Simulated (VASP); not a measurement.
# TePb (Fm-3m) in VASP: further runs, part 2 of 3

VASP 6.6.1. The steps go on from the part before.

### Step 3. Single point, PBE (volume scaled by 1.03)

File INCAR:

```
SYSTEM = TePb
PREC = Accurate ; ENCUT = 500
EDIFF = 1E-6 ; ISMEAR = 0
SIGMA = 0.02 ; LREAL = .FALSE.
LASPH = .TRUE. ; NELM = 120
ALGO = Normal ; ISIF = 2
LWAVE = .FALSE. ; LCHARG = .FALSE.
GGA = PE ; NBANDS = 17
GGA_COMPAT = .FALSE.
```

File KPOINTS:

```
regular mesh
0
G
  8 8 8
  0 0 0
```

File POSCAR:

```
TePb
1.0
    0.0000000000      3.3185880758      3.3185880758
    3.3185880758      0.0000000000      3.3185880758
    3.3185880758      3.3185880758      0.0000000000
Te Pb
1 1
Direct
    0.5000000000      0.5000000000      0.5000000000
    0.0000000000      0.0000000000      0.0000000000
```

Potentials or basis: VASP PAW PBE potentials, release 64 (Te, Pb_d).

Launch:

```sh
$ cat potpaw_PBE.64/Te/POTCAR potpaw_PBE.64/Pb_d/POTCAR > POTCAR
$ mpirun -np 1 vasp_std > vasp.out
```

OUTCAR:

```text
SYSTEM = TePb
   PREC = Accurate
   ENCUT = 500
   EDIFF = 1E-6
   ISMEAR = 0
   LREAL = .FALSE.
   LASPH = .TRUE.
   NELM = 120
   ISIF = 2
   GGA = PE

 ion  position               nearest neighbor table
   1  0.500  0.500  0.500-   2 3.32   2 3.32   2 3.32   2 3.32   2 3.32   2 3.32
   2  0.000  0.000  0.000-   1 3.32   1 3.32   1 3.32   1 3.32   1 3.32   1 3.32

  LATTYP: Found a face centered cubic cell.
 ALAT       =     6.6371761516

  Lattice vectors:

 A1 = (   0.0000000000,   3.3185880758,   3.3185880758)
 A2 = (   3.3185880758,   0.0000000000,   3.3185880758)
 A3 = (   3.3185880758,   3.3185880758,   0.0000000000)

Analysis of symmetry for initial positions (statically):
=====================================================================
 Subroutine PRICEL returns:
 Original cell was already a primitive cell.

 Routine SETGRP: Setting up the symmetry group for a
 face centered cubic supercell.

 Subroutine GETGRP returns: Found 48 space group operations
 (whereof 48 operations were pure point group operations)
 out of a pool of 48 trial point group operations.

The static configuration has the point symmetry O_h .

Analysis of symmetry for dynamics (positions and initial velocities):
=====================================================================
 Subroutine PRICEL returns:
 Original cell was already a primitive cell.

 Routine SETGRP: Setting up the symmetry group for a
 face centered cubic supercell.

 Subroutine GETGRP returns: Found 48 space group operations
 (whereof 48 operations were pure point group operations)
 out of a pool of 48 trial point group operations.

The dynamic configuration has the point symmetry O_h .

 Subroutine INISYM returns: Found 48 space group operations
 (whereof 48 operations are pure point group operations),
 and found     1 'primitive' translations

----------------------------------------------------------------------------------------

                                     Primitive cell

  volume of cell :      73.0954

  direct lattice vectors                    reciprocal lattice vectors
     0.000000000  3.318588076  3.318588076    -0.150666485  0.150666485  0.150666485
     3.318588076  0.000000000  3.318588076     0.150666485 -0.150666485  0.150666485
     3.318588076  3.318588076  0.000000000     0.150666485  0.150666485 -0.150666485

  length of vectors
     4.693192265  4.693192265  4.693192265     0.260962007  0.260962007  0.260962007

  position of ions in fractional coordinates (direct lattice)
     0.500000000  0.500000000  0.500000000
     0.000000000  0.000000000  0.000000000

  ion indices of the primitive-cell ions
   primitive index   ion index
                 1           1
                 2           2

----------------------------------------------------------------------------------------

 KPOINTS: regular mesh

Automatic generation of k-mesh.
 Grid dimensions read from file:
 generate k-points for:    8    8    8

 Generating k-lattice:

  Cartesian coordinates                     Fractional coordinates (reciprocal lattice)
    -0.018833311  0.018833311  0.018833311     0.125000000  0.000000000  0.000000000
     0.018833311 -0.018833311  0.018833311     0.000000000  0.125000000  0.000000000
     0.018833311  0.018833311 -0.018833311     0.000000000  0.000000000  0.125000000

  Length of vectors
     0.032620251  0.032620251  0.032620251

  Shift w.r.t. Gamma in fractional coordinates (k-lattice)
     0.000000000  0.000000000  0.000000000

 Subroutine IBZKPT returns following result:
 ===========================================

 Found     29 irreducible k-points:

 Following reciprocal coordinates:
            Coordinates               Weight
  0.000000  0.000000  0.000000      1.000000
  0.125000  0.000000  0.000000      8.000000
  0.250000  0.000000  0.000000      8.000000
  0.375000  0.000000  0.000000      8.000000
  0.500000  0.000000  0.000000      4.000000
  0.125000  0.125000  0.000000      6.000000
[... 16 lines left out ...]
  0.500000  0.250000  0.125000     48.000000
 -0.375000  0.250000  0.125000     24.000000
 [... further k-points ...]
   k-points           NKPTS =     29   k-points in BZ     NKDIM =     29   number of bands    NBANDS=     17
   number of dos      NEDOS =    301   number of ions     NIONS =      2
   total plane-waves  NPLWV =  46656
   dimension x,y,z NGX =    36 NGY =   36 NGZ =   36
   dimension x,y,z NGXF=    72 NGYF=   72 NGZF=   72
   ions per type =               1   1
   NGX,Y,Z   is equivalent  to a cutoff of  12.75, 12.75, 12.75 a.u.
   NGXF,Y,Z  is equivalent  to a cutoff of  25.50, 25.50, 25.50 a.u.
 SYSTEM =  TePb
   PREC   = accura    normal or accurate (medium, high low for compatibility)
   ISTART =      0    job   : 0-new  1-cont  2-samecut
   ICHARG =      2    charge: 1-file 2-atom 10-const
   ISPIN  =      1    spin polarized calculation?
   LNONCOLLINEAR =      F non collinear calculations
   LSORBIT =      F    spin-orbit coupling
   LASPH  =      T    aspherical Exc in radial PAW
   ENCUT  =  500.0 eV  36.75 Ry    6.06 a.u.   8.56  8.56  8.56*2*pi/ulx,y,z
   NELM   =    120;   NELMIN=  2; NELMDL= -5     # of ELM steps
   EDIFF  = 0.1E-05   stopping-criterion for ELM
   LREAL  =      F    real-space projection
   EDIFFG = 0.1E-04   stopping-criterion for IOM
   NSW    =      0    number of steps for IOM
   IBRION =     -1    ionic relax: 0-MD 1-quasi-New 2-CG
   NFREE  =      0    steps in history (QN), initial steepest desc. (CG)
   ISIF   =      2    stress and relaxation
   ISYM   =      2    0-nonsym 1-usesym 2-fastsym
   POTIM  = 0.5000    time-step for ionic-motion
   TEBEG  =    0.0;   TEEND  =   0.0 temperature during run
   PSTRESS=    0.0 pullay stress
   NELECT =      20.0000    total number of electrons
   NUPDOWN=      -1.0000    fix difference up-down
   EMIN   =  10.00;   EMAX   =-10.00  energy-range for DOS
   EFERMI =   0.00;   METHOD = LEGACY
   ISMEAR =     0;   SIGMA  =   0.02  broadening in eV -4-tet -1-fermi 0-gaus
   EFERMI_NEDOS =   21; number of points for ismear=-14 and -15
   IALGO  =     38    algorithm
   IMIX   =      4    mixing-type and parameters
     AMIX     =   0.40;   BMIX     =  1.00
     AMIX_MAG =   1.60;   BMIX_MAG =  1.00
  volume/ion in A,a.u.               =      36.55       246.64
  Fermi-wavevector in a.u.,A,eV,Ry     =   1.062808  2.008416 15.368608  1.129561
  Thomas-Fermi vector in A             =   2.198271
   LORBIT       =      0    0 simple, 1 ext, 2 COOP (PROOUT), +10 PAW based schemes
   GGA     = PE    functional components
   LHFCALC =     F    Hartree Fock is set to
   AEXX    =    0.0000 exact exchange contribution
   IVDW    =     0    specifies the selected vdW correction
   LEPSILON=     F    determine dielectric tensor
   LRPA    =     F    only Hartree local field effects (RPA)
 non-spin polarized calculation
 Gauss-broadening in eV      SIGMA  =   0.02
  energy-cutoff  :      500.00
  volume of cell :       73.10
 maximum number of plane-waves:      1880
 NGX is ok and might be reduce to    36
   NGX = 17   NGY = 17   NGZ = 17

 number of electron      19.9999997 magnetization

 Free energy of the ion-electron system (eV)
  ---------------------------------------------------
  ext. energy  EPLUGINS =         0.00000000
  ---------------------------------------------------
  free energy    TOTEN  =        -7.51513640 eV

  energy without entropy =       -7.51513640  energy(sigma->0) =       -7.51513640

 E-fermi :   4.7045     XC(G=0):  -8.9436

 val. band max:        4.6216965274   @ k =   0.5000   0.0000   0.0000
 cond. band min:       5.5064317794   @ k =   0.5000   0.0000   0.0000
 fundamental gap:      0.8847352520
 Fermi energy:         4.7045414234

 k-point     1 :       0.0000    0.0000    0.0000
  band No.  band energies     occupation
      1     -11.9829      2.00000
      2     -11.9829      2.00000
      3     -11.9793      2.00000
      4     -11.9793      2.00000
      5     -11.9793      2.00000
      6      -6.7572      2.00000
[... 9 lines left out ...]
     16      10.6033      0.00000
     17      11.9104      0.00000
[... 441 lines left out ...]
 k-point    24 :      -0.3750    0.2500    0.1250
  band No.  band energies     occupation
      1     -12.0016      2.00000
      2     -11.9880      2.00000
      3     -11.9745      2.00000
      4     -11.9706      2.00000
      5     -11.9650      2.00000
      6      -5.3762      2.00000
[... 9 lines left out ...]
     16      14.3895      0.00000
     17      14.6460      0.00000

 [... further k-points ...]

------------------------ aborting loop because EDIFF is reached ----------------------------------------

  FORCE on cell =-STRESS in cart. coord.  units (eV):
  Direction    XX          YY          ZZ          XY          YZ          ZX
  --------------------------------------------------------------------------------------
  -------------------------------------------------------------------------------------
  Total       -0.5277447     -0.5277447     -0.5277447      0.0000000      0.0000000     -0.0000000
  in kB      -11.5676312    -11.5676312    -11.5676312      0.0000000      0.0000000     -0.0000000
  external PRESSURE =     -11.5676312 kB  Pullay stress =       0.0000000 kB

 VOLUME and BASIS-vectors are now :
 -----------------------------------------------------------------------------
  energy-cutoff  :      500.00
  volume of cell :       73.10
      direct lattice vectors                 reciprocal lattice vectors
     0.000000000  3.318588076  3.318588076    -0.150666485  0.150666485  0.150666485
     3.318588076  0.000000000  3.318588076     0.150666485 -0.150666485  0.150666485
     3.318588076  3.318588076  0.000000000     0.150666485  0.150666485 -0.150666485

 POSITION                                       TOTAL-FORCE (eV/Angst)
 -----------------------------------------------------------------------------------
      3.31859      3.31859      3.31859         0.000000      0.000000      0.000000
      0.00000      0.00000      0.00000         0.000000      0.000000     -0.000000
 -----------------------------------------------------------------------------------
    total drift:                               -0.000000      0.000000      0.000000

  FREE ENERGIE OF THE ION-ELECTRON SYSTEM (eV)
  ---------------------------------------------------
  free  energy   TOTEN  =        -7.5151364035 eV

  energy  without entropy=       -7.5151364035  energy(sigma->0) =       -7.51513640
```

OSZICAR:

```text
N       E                     dE             d eps       ncg     rms          rms(c)
DAV:   1     0.152547422668E+03    0.15255E+03   -0.87956E+03   994   0.107E+03
DAV:   2     0.264582742459E+01   -0.14990E+03   -0.14499E+03  1032   0.288E+02
DAV:   3    -0.740756559858E+01   -0.10053E+02   -0.10012E+02  1285   0.820E+01
DAV:   4    -0.766724472367E+01   -0.25968E+00   -0.25957E+00  1292   0.153E+01
DAV:   5    -0.767669313855E+01   -0.94484E-02   -0.94480E-02  1382   0.253E+00    0.283E+00
DAV:   6    -0.751660975906E+01    0.16008E+00   -0.36868E-01  1394   0.386E+00    0.169E+00
DAV:   7    -0.751274366819E+01    0.38661E-02   -0.95245E-02  1213   0.140E+00    0.883E-01
DAV:   8    -0.751548660759E+01   -0.27429E-02   -0.12350E-02  1132   0.111E+00    0.186E-01
DAV:   9    -0.751506691936E+01    0.41969E-03   -0.22457E-03  1430   0.460E-01    0.643E-02
DAV:  10    -0.751513104748E+01   -0.64128E-04   -0.19002E-04  1106   0.871E-02    0.226E-02
DAV:  11    -0.751513608724E+01   -0.50398E-05   -0.35016E-05  1404   0.459E-02    0.759E-03
DAV:  12    -0.751513640349E+01   -0.31626E-06   -0.23275E-06  1167   0.142E-02
   1 F= -.75151364E+01 E0= -.75151364E+01  d E =-.311557E-11
```

stdout:

```text
POSCAR found type information on POSCAR TePb
 POSCAR found :  2 types and       2 ions
 scaLAPACK will be used
 LDA part: xc-table for (Slater+PW92), standard interpolation
 POSCAR, INCAR and KPOINTS ok, starting setup
 FFT: planning ... GRIDC
 FFT: planning ... GRID_SOFT
 FFT: planning ... GRID
 WAVECAR not read
 entering main loop
```

It took 23 s on 1 thread of Intel Xeon Platinum 8488C (Sapphire Rapids), shared host; peak memory 0.21 GiB.

What came out:

```yaml
Free_energy: -7.5151 eV
Pressure: -1.2 GPa
Band_gap_on_the_k_mesh: 0.88 eV, direct
```

Levels at points of the mesh, in eV from the valence-band top:
| k point | band 6 | band 7 | band 8 | band 9 | band 10 | band 11 | band 12 | band 13 | band 14 | band 15 |
| --- | --- | --- | --- | --- | --- | --- | --- | --- | --- | --- |
| (0.00, 0.00, 0.00) | -11.38 | -5.78 | -1.04 | -1.04 | -1.04 | 3.99 | 3.99 | 3.99 | 5.98 | 5.98 |
| (0.50, 0.00, 0.00) | -10.15 | -8.19 | -0.64 | -0.64 | 0.00 | 0.88 | 1.46 | 1.46 | 8.31 | 9.07 |
| (0.50, 0.50, 0.00) | -9.97 | -7.18 | -3.88 | -2.35 | -2.35 | 3.64 | 5.19 | 5.19 | 6.26 | 9.94 |

Caveat: spin-orbit coupling is left out, which moves the levels of the heavy elements. A k mesh can miss the band edges.

(Part 2 of 3 ends here.)
